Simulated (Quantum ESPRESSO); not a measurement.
Runs of Quantum ESPRESSO 7.5 on SnO. It takes space group P4/nmm (No. 129, tetragonal). Conventional cell: a = 3.814 Å, b = 3.814 Å, c = 4.887 Å, α = 90.00°, β = 90.00°, γ = 90.00°. Sn (site symmetry 4mm) is surrounded by 4 O at 2.23 Å. O (site symmetry -4m2) has 4 Sn at 2.23 Å as nearest neighbours. The cell is a database's computed one.

```tsv
task	level	potentials or basis	cell	form of the LDA correlation	gap on the mesh (eV)	pressure (GPa)	largest force (eV/Å)
single point	PBEsol	GBRV 1.5 PBEsol	atoms moved at random, drawn with an rms of 0.05 Å	-	0.59	2.0	0.89
band structure	PBEsol	GBRV 1.5 PBEsol	as given	-	0.37	-0.5	0.11
single point	PBEsol	GBRV 1.5 PBEsol	as given	-	0.37	-0.5	0.11
band structure	LDA	GBRV 1.5 LDA	as given	PZ81	(a)	-3.2	0.18
```

Alike in all rows: no spin polarisation; k mesh 7 × 7 × 6; cutoff (eV) 925; smearing fermi-dirac 0.05 eV.

**Question.** Estimate the missing entries.

**Answer.** (a) 0.46.

Caveats: spin-orbit coupling is left out, which moves the levels of the heavy elements; an odd mesh through Γ misses points on the zone boundary, where band edges often lie (some runs); the mesh misses the band edges, which the band path finds closer together (some runs).

A k mesh can miss the band edges, and the runs leave out spin-orbit coupling on Sn.
